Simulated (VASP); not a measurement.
# BeTe under changes of volume

One of the cells (21.679 Å³/atom); the others are scaled copies at fixed shape and fractional positions:

```
Te Be
1.0
     0.00000    2.78834    2.78834
     2.78834    0.00000    2.78834
     2.78834    2.78834    0.00000
Te Be
1 1
Direct
  0.75000 0.75000 0.75000
  0.00000 0.00000 0.00000
```

```yaml
Program: VASP 6.6.1
Functional: PBEsol
Potentials_or_basis: VASP PAW PBE potentials, release 64 (Te, Be)
Cutoff: 520 eV
k_mesh: 8 × 8 × 8
Occupations: fermi-dirac, width 0.05 eV
Spin: no spin polarisation
```

```tsv
volume (Å³/atom)	energy over the lowest point (meV/atom)	pressure (GPa)	gap on the mesh (eV)
19.979	45.24	7.4	1.56
20.404	?	?	?
20.829	15.16	4.0	1.67
21.679	1.55	1.2	1.78
22.104	0.00	0.0	1.83
22.529	1.52	-1.1	1.88
```

Q: What does the run at 20.404 Å³/atom give?

A: Energy over the lowest point 27.93 meV/atom; pressure 5.6 GPa; gap on the mesh 1.62 eV.

Worked out: A Birch-Murnaghan fit of order 3 (a polynomial in V^(-2/3)) to the other rows has its minimum at 22.10 Å³/atom with B0 = V·E''(V) = 60 GPa and B' = 4.0. It gives 27.94 meV/atom at 20.404 Å³/atom, against the run's 27.93, and -dE/dV = 5.6 GPa, against 5.6. A straight line through the other rows of the gap, of slope 2.67 eV per unit of ln V, gives 1.62 eV, against the run's 1.62.

Energies are extrapolated to zero smearing.

Caveats: the PAW data sets were made with another functional, which shifts forces and pressure a little; spin-orbit coupling is left out, which moves the levels of the heavy elements.

A mesh can miss the band edges.
